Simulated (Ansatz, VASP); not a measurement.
# TaSi2: VASP beside Ansatz

```
CELL_PARAMETERS angstrom
2.99194 0.00000 0.00000
-1.49597 2.59110 0.00000
0.00000 0.00000 6.34771
ATOMIC_POSITIONS crystal
Ta 0.66667 0.33333 0.50000
Si 0.33333 0.66667 0.18321
Si 0.33333 0.66667 0.81679
```

Alike in both runs: functional PBE; k mesh 6 × 6 × 4; occupations gaussian, width 0.1 eV; no spin polarisation.

Ansatz relaxed the structure, and its values are those at the end. VASP's run is a single point on that final structure, the one shown.

|  | VASP | Ansatz |
| --- | --- | --- |
| version | VASP 6.6.1 | Ansatz 0.2.0 |
| potentials or method | VASP PAW PBE potentials, release 64 (Ta_pv, Si) | scalar-relativistic, plane waves, PAW |
| plane-wave cutoff (eV) | 520 | 420 |
| valence electrons in the cell | 19 | 21 |

|  | VASP | Ansatz | Ansatz less VASP |
| --- | --- | --- | --- |
| gap on the k mesh at the Fermi level (eV) | none | none | - |
| pressure (GPa) | 0.0 | 0.0 | -0.05 |
| rms of the force components (eV/Å) | 0.014 | 0.005 | -0.0086 |

A gap of «none» marks a metal or a gap that the smearing closes. The functional is the same, so the differences come from potentials, cutoffs and numerics. The two sets of potentials don't hold the same shells in valence.

Caveats: the k mesh is coarse (spacing up to 0.40 Å⁻¹), so the values aren't converged. The runs have no spin-orbit coupling, so splittings on Ta are missing.
